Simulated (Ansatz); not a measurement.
MgSi under changes of volume

One of the cells (17.355 Å³/atom); the others are scaled copies at fixed shape and fractional positions:

```xyz
2
Lattice="2.9084 0.0000 0.0000 0.0000 2.9084 0.0000 0.0000 0.0000 4.1034" Properties=species:S:1:pos:R:3 pbc="T T T"
Si    1.4542    1.4542    2.0517
Mg    0.0000    0.0000    0.0000
```

The cell comes from a database or a generator and needn't be the stable form of this composition.

| Property | Result |
| --- | --- |
| Program | Ansatz 0.2.0 |
| Functional | LDA |
| Potentials or basis | all-electron LAPW, scalar-relativistic |
| Cutoff | 140 eV (chosen from the basis error) |
| Basis error allowed | 0.001 eV/atom |
| k mesh | 9 × 9 × 7 |
| Occupations | fermi-dirac, width 0.05 eV |
| Spin | no spin polarisation |

```tsv
volume (Å³/atom)	energy over the lowest point (meV/atom)	pressure (GPa)
16.314	0.00	0.7
16.661	0.01	-0.7
17.008	3.01	-2.0
17.355	8.73	-3.2
17.702	16.87	-4.2
18.049	27.19	-5.2
18.396	?	?
```

Task: What does the run at 18.396 Å³/atom give?

Result: Energy over the lowest point 39.44 meV/atom; pressure -6.0 GPa.

Worked out: A Birch-Murnaghan fit of order 3 (a polynomial in V^(-2/3)) to the other rows has its minimum at 16.49 Å³/atom with B0 = V·E''(V) = 70 GPa and B' = 4.1 at fixed shape and positions, which overstates the stiffness. It gives 39.47 meV/atom at 18.396 Å³/atom, against the run's 39.44, and -dE/dV = -6.1 GPa, against -6.0.

Energies are extrapolated to zero smearing.
